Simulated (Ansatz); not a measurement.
SnSe:

```
Sn Se
1.0
     0.00000    3.01000    3.01000
     3.01000    0.00000    3.01000
     3.01000    3.01000    0.00000
Sn Se
1 1
Cartesian
  0.0000 0.0000 0.0000
  3.0100 3.0100 3.0100
```

Measurements of this composition are mostly on another form, of space group No. 62.

* Program: Ansatz 0.2.0
* Task: relaxation of cell and atoms
* Functional: PBEsol
* Potentials or basis: all-electron LAPW, scalar-relativistic
* Basis error allowed: 0.001 eV/atom
* k mesh: 8 × 8 × 8
* Occupations: fermi-dirac, width 0.05 eV
* Spin: no spin polarisation

At the start: volume 27.27 Å³/atom.

Question: How do energy, volume and symmetry change on relaxing?

Answer: Over 5 steps the energy falls by 6.2 meV/atom and the volume is 26.27 Å³/atom (-3.7 %); space group Fm-3m (No. 225, to 0.05 Å).

Step by step:
```csv
step,energy change (eV),largest force (eV/Å),volume (Å³)
1,0.0000,0.0000,54.54
2,-0.0098,0.0000,51.66
3,-0.0125,0.0000,52.60
4,-0.0125,0.0000,52.54
5,-0.0125,0.0000,52.54
```

Final structure:
```
Sn Se
1.0
     0.00000    2.97280    2.97280
     2.97280    0.00000    2.97280
     2.97280    2.97280    0.00000
Sn Se
1 1
Direct
  0.00000 0.00000 0.00000
  0.50000 0.50000 0.50000
```
